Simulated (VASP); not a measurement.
# Re (Fm-3m) in VASP: further runs, part 2 of 3

VASP 6.6.1.

### 3 Relaxation of cell and atoms, PBEsol

File INCAR:

```
ALGO     = Normal         # electronic algorithm
EDIFF    = 1E-7           # SCF threshold, eV
EDIFFG   = -0.005         # ionic threshold
ENCUT    = 600            # plane-wave cutoff, eV
GGA      = PS             # functional
IBRION   = 2              # ionic algorithm
ISIF     = 3              # what is computed and relaxed
ISMEAR   = 0              # smearing method
LASPH    = True           # aspherical terms in the spheres
LCHARG   = False          # write CHGCAR
LREAL    = False          # projectors in reciprocal space
LWAVE    = False          # write WAVECAR
NELM     = 100            # most SCF steps
NSW      = 90             # ionic steps
PREC     = Accurate       # precision mode
SIGMA    = 0.1            # smearing width, eV
```

File KPOINTS:

```
k-points
0
Gamma
  6 6 6
```

File POSCAR:

```
Re
1.0
    0.0000000000      1.9442962900      1.9442962900
    1.9442962900      0.0000000000      1.9442962900
    1.9442962900      1.9442962900      0.0000000000
Re
1
Direct
    0.0000000000      0.0000000000      0.0000000000
```

Potentials or basis: VASP PAW PBE potentials, release 64 (Re).

Command:

```sh
cat potpaw_PBE.64/Re/POTCAR > POTCAR
mpirun -np 1 vasp_std > vasp.out
```

Run time: 9.7 s. Hardware: 1 thread of Intel Xeon Platinum 8175M at 2.50GHz (Skylake/Cascade Lake), shared host; peak memory 0.14 GiB.

It converged, with:

- Free energy: -13.3280 eV
- Relaxed volume: 14.62 Å³/atom
- Relaxed cell: a = 2.745 Å, b = 2.745 Å, c = 2.745 Å, α = 60.00°, β = 60.00°, γ = 60.00°
- Space group after relaxing (to 0.05 Å): Fm-3m (No. 225)
- Energy gained by relaxing: 0.5 meV/atom
- Ionic steps: 3
- Pressure after relaxing: 0.0 GPa
- Band gap on the k mesh: none (metal or under the smearing width)

Step by step:
```
step  energy change (eV)  largest force (eV/Å)  pressure (GPa)  volume (Å³)
   1              0.0000                0.0000           -2.12        14.70
   2              0.0093                0.0000            9.76        14.29
   3             -0.0005                0.0000            0.00        14.62
```

Final structure:
```
CELL_PARAMETERS angstrom
0.00000 1.94088 1.94088
1.94088 0.00000 1.94088
1.94088 1.94088 0.00000
ATOMIC_POSITIONS crystal
Re 0.00000 0.00000 0.00000
```

Levels at points of the mesh, in eV from the Fermi level:
| k point | band 1 | band 2 | band 3 | band 4 | band 5 | band 6 |
| --- | --- | --- | --- | --- | --- | --- |
| (0.00, 0.00, 0.00) | -9.88 | -1.59 | -1.59 | -1.59 | 1.60 | 1.60 |
| (0.50, 0.00, 0.00) | -6.60 | -1.83 | -1.83 | 0.54 | 4.21 | 4.21 |
| (0.50, 0.50, 0.00) | -6.60 | -5.67 | 3.18 | 4.14 | 4.98 | 4.98 |

Caveat: the k mesh is coarse (spacing up to 0.47 Å⁻¹), so the values aren't converged; the PAW data sets were made with another functional, which shifts forces and pressure a little. Spin-orbit coupling is left out, which matters for the levels of Re.

### 4 Single point, PBEsol

File INCAR:

```
SYSTEM = Re
PREC = Accurate ; ENCUT = 520
EDIFF = 1E-7 ; ISMEAR = 0
SIGMA = 0.1 ; LREAL = .FALSE.
LASPH = .TRUE. ; NELM = 100
ALGO = Normal ; ISIF = 2
LWAVE = .FALSE. ; LCHARG = .TRUE.
GGA = PS ; LELF = .TRUE.
LVHAR = .TRUE.
```

File KPOINTS:

```
Automatic mesh
0
G
  18 18 18
  0 0 0
```

POSCAR is that of step 3.

Potentials or basis: VASP PAW PBE potentials, release 64 (Re).

Command:

```sh
cat potpaw_PBE.64/Re/POTCAR > POTCAR
mpirun -np 1 vasp_std > vasp.out
```

OUTCAR:

```text
SYSTEM = Re
   PREC = Accurate
   ENCUT = 520
   EDIFF = 1E-7
   ISMEAR = 0
   LREAL = .FALSE.
   LASPH = .TRUE.
   NELM = 100
   ISIF = 2
   GGA = PS

 ion  position               nearest neighbor table
   1  0.000  0.000  0.000-

  LATTYP: Found a face centered cubic cell.
 ALAT       =     3.8885925800

  Lattice vectors:

 A1 = (   0.0000000000,   1.9442962900,   1.9442962900)
 A2 = (   1.9442962900,   0.0000000000,   1.9442962900)
 A3 = (   1.9442962900,   1.9442962900,   0.0000000000)

Analysis of symmetry for initial positions (statically):
=====================================================================
 Subroutine PRICEL returns:
 Original cell was already a primitive cell.

 Routine SETGRP: Setting up the symmetry group for a
 face centered cubic supercell.

 Subroutine GETGRP returns: Found 48 space group operations
 (whereof 48 operations were pure point group operations)
 out of a pool of 48 trial point group operations.

The static configuration has the point symmetry O_h .

Analysis of symmetry for dynamics (positions and initial velocities):
=====================================================================
 Subroutine PRICEL returns:
 Original cell was already a primitive cell.

 Routine SETGRP: Setting up the symmetry group for a
 face centered cubic supercell.

 Subroutine GETGRP returns: Found 48 space group operations
 (whereof 48 operations were pure point group operations)
 out of a pool of 48 trial point group operations.

The dynamic configuration has the point symmetry O_h .

 Subroutine INISYM returns: Found 48 space group operations
 (whereof 48 operations are pure point group operations),
 and found     1 'primitive' translations

----------------------------------------------------------------------------------------

                                     Primitive cell

  volume of cell :      14.7000

[... 100 lines left out ...]
   EFERMI =   0.00;   METHOD = LEGACY
   ISMEAR =     0;   SIGMA  =   0.10  broadening in eV -4-tet -1-fermi 0-gaus
   EFERMI_NEDOS =   21; number of points for ismear=-14 and -15
   IALGO  =     38    algorithm
   IMIX   =      4    mixing-type and parameters
     AMIX     =   0.40;   BMIX     =  1.00
     AMIX_MAG =   1.60;   BMIX_MAG =  1.00
  volume/ion in A,a.u.               =      14.70        99.20
  Fermi-wavevector in a.u.,A,eV,Ry     =   1.278405  2.415835 22.236258  1.634319
  Thomas-Fermi vector in A             =   2.410949
   LORBIT       =      0    0 simple, 1 ext, 2 COOP (PROOUT), +10 PAW based schemes
   GGA     = PS    functional components
   LHFCALC =     F    Hartree Fock is set to
   AEXX    =    0.0000 exact exchange contribution
   IVDW    =     0    specifies the selected vdW correction
   LEPSILON=     F    determine dielectric tensor
   LRPA    =     F    only Hartree local field effects (RPA)
 non-spin polarized calculation
 Gauss-broadening in eV      SIGMA  =   0.10
  energy-cutoff  :      520.00
  volume of cell :       14.70
 maximum number of plane-waves:       411
   NGX = 11   NGY = 11   NGZ = 11

 number of electron       7.0000001 magnetization

 Free energy of the ion-electron system (eV)
  ---------------------------------------------------
  ext. energy  EPLUGINS =         0.00000000
  ---------------------------------------------------
  free energy    TOTEN  =       -13.30163904 eV

  energy without entropy =      -13.29732579  energy(sigma->0) =      -13.29948242

 E-fermi :   7.9876     XC(G=0): -13.8261

 val. band max:        7.9721223540   @ k =  -0.3889   0.4444   0.0556
 cond. band min:       8.0212372291   @ k =  -0.3333   0.2778   0.0000
 fundamental gap:      0.0491148751
 Fermi energy:         7.9876038383

 k-point     1 :       0.0000    0.0000    0.0000
  band No.  band energies     occupation
      1      -2.1721      2.00000
      2       6.0740      2.00000
      3       6.0740      2.00000
      4       6.0740      2.00000
      5       9.2668      0.00000
      6       9.2668      0.00000
      7      21.9533      0.00000
[... 221 lines left out ...]
 k-point    24 :      -0.2222    0.0556    0.0000
  band No.  band energies     occupation
      1       0.1447      2.00000
      2       5.1105      2.00000
      3       6.5343      2.00000
      4       6.6695      2.00000
      5       8.8327      0.00000
      6       9.8901      0.00000
      7      22.3316      0.00000

 [... further k-points ...]
[... 5 lines left out ...]
  --------------------------------------------------------------------------------------
  -------------------------------------------------------------------------------------
  Total       -0.2303525     -0.2303525     -0.2303525      0.0000000     -0.0000000      0.0000000
  in kB      -25.1064946    -25.1064946    -25.1064946      0.0000000     -0.0000000      0.0000000
  external PRESSURE =     -25.1064946 kB  Pullay stress =       0.0000000 kB

 VOLUME and BASIS-vectors are now :
 -----------------------------------------------------------------------------
  energy-cutoff  :      520.00
  volume of cell :       14.70
      direct lattice vectors                 reciprocal lattice vectors
     0.000000000  1.944296290  1.944296290    -0.257162451  0.257162451  0.257162451
     1.944296290  0.000000000  1.944296290     0.257162451 -0.257162451  0.257162451
     1.944296290  1.944296290  0.000000000     0.257162451  0.257162451 -0.257162451

 POSITION                                       TOTAL-FORCE (eV/Angst)
 -----------------------------------------------------------------------------------
      0.00000      0.00000      0.00000         0.000000      0.000000      0.000000
 -----------------------------------------------------------------------------------
    total drift:                                0.000000      0.000000     -0.000000

  FREE ENERGIE OF THE ION-ELECTRON SYSTEM (eV)
  ---------------------------------------------------
  free  energy   TOTEN  =       -13.3016390389 eV

  energy  without entropy=      -13.2973257943  energy(sigma->0) =      -13.29948242
```

It took 21 s on 1 thread of Intel Xeon Platinum 8175M at 2.50GHz (Skylake/Cascade Lake), shared host; peak memory 0.14 GiB.

Results:

```
Free energy            : -13.3016 eV
Pressure               : -2.5 GPa
Band gap on the k mesh : none (metal or under the smearing width)
```

Levels at points of the mesh, in eV from the Fermi level:
```tsv
k point	band 1	band 2	band 3	band 4	band 5	band 6	band 7
(0.00, 0.00, 0.00)	-10.16	-1.91	-1.91	-1.91	1.28	1.28	13.97
(0.50, 0.00, 0.00)	-6.90	-2.13	-2.13	0.23	3.85	3.85	9.98
(0.50, 0.50, 0.00)	-6.85	-5.97	2.82	3.80	4.60	4.60	12.30
```

Caveat: the PAW data sets were made with another functional, which shifts forces and pressure a little. Spin-orbit coupling is left out, which matters for the levels of Re.

### 5 Relaxation of cell and atoms, PBEsol

File INCAR:

```
ALGO     = Normal         # electronic algorithm
EDIFF    = 1E-7           # SCF threshold, eV
EDIFFG   = -0.005         # ionic threshold
ENCUT    = 580            # plane-wave cutoff, eV
GGA      = PS             # functional
IBRION   = 2              # ionic algorithm
ISIF     = 3              # what is computed and relaxed
ISMEAR   = 0              # smearing method
LASPH    = True           # aspherical terms in the spheres
LCHARG   = False          # write CHGCAR
LREAL    = False          # projectors in reciprocal space
LWAVE    = False          # write WAVECAR
NELM     = 100            # most SCF steps
NSW      = 90             # ionic steps
PREC     = Accurate       # precision mode
SIGMA    = 0.1            # smearing width, eV
```

File KPOINTS:

```
k-points
0
Gamma
  18 18 18
```

POSCAR is that of step 4.

Command:

```sh
cat potpaw_PBE.64/Re/POTCAR > POTCAR
mpirun -np 1 vasp_std > vasp.out
```

Wall time 44 s (1 thread of Intel Xeon Platinum 8175M at 2.50GHz (Skylake/Cascade Lake), shared host); peak memory 0.16 GiB.

The run converged. Its results:

| Property | Result |
| --- | --- |
| Free energy | -13.3030 eV |
| Relaxed volume | 14.61 Å³/atom |
| Relaxed cell | a = 2.744 Å, b = 2.744 Å, c = 2.744 Å, α = 60.00°, β = 60.00°, γ = 60.00° |
| Space group after relaxing (to 0.05 Å) | Fm-3m (No. 225) |
| Energy gained by relaxing | 0.7 meV/atom |
| Ionic steps | 3 |
| Pressure after relaxing | 0.0 GPa |
| Band gap on the k mesh | none (metal or under the smearing width) |

The path:
| step | energy change (eV) | largest force (eV/Å) | pressure (GPa) | volume (Å³) |
| --- | --- | --- | --- | --- |
| 1 | 0.0000 | 0.0000 | -2.43 | 14.70 |
| 2 | 0.0121 | 0.0000 | 11.09 | 14.23 |
| 3 | -0.0007 | 0.0000 | 0.00 | 14.61 |

Final structure:
```yaml
crystal:
  lattice:
    - [0.00000, 1.94035, 1.94035]
    - [1.94035, 0.00000, 1.94035]
    - [1.94035, 1.94035, 0.00000]
  atoms:
    - { symbol: Re, position: [0.00000, 0.00000, 0.00000] }
```

Levels at points of the mesh, in eV from the Fermi level:
```
           k point  band 2  band 3  band 4  band 5  band 6  band 7
(0.00, 0.00, 0.00)   -1.93   -1.93   -1.93    1.29    1.29   13.97
(0.50, 0.00, 0.00)   -2.15   -2.15    0.24    3.89    3.89   10.07
(0.50, 0.50, 0.00)   -6.02    2.85    3.83    4.65    4.65   12.35
```

Caveat: the PAW data sets were made with another functional, which shifts forces and pressure a little. Spin-orbit coupling is left out, which matters for the levels of Re.

(Part 2 of 3 ends here.)
